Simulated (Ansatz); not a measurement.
An element in the bcc structure gives these cold pressures by all-electron LAPW under PBE (Ansatz 0.2.0, scalar-relativistic, no spin polarisation).

```tsv
V (Å³/atom)	P (GPa)
16.94	-0.01
14.91	11.55
13.21	29.1
11.52	60.0
9.82	117.3
8.47	201.2
7.28	329.6
```

Question: Which element is it?

Answer: Al. Its zero-pressure volume in this structure is near 16.9 Å³/atom; the volume and the steepness of P(V) together point to it, though neighbours can come close. This is the case that was computed; others weren't tested.
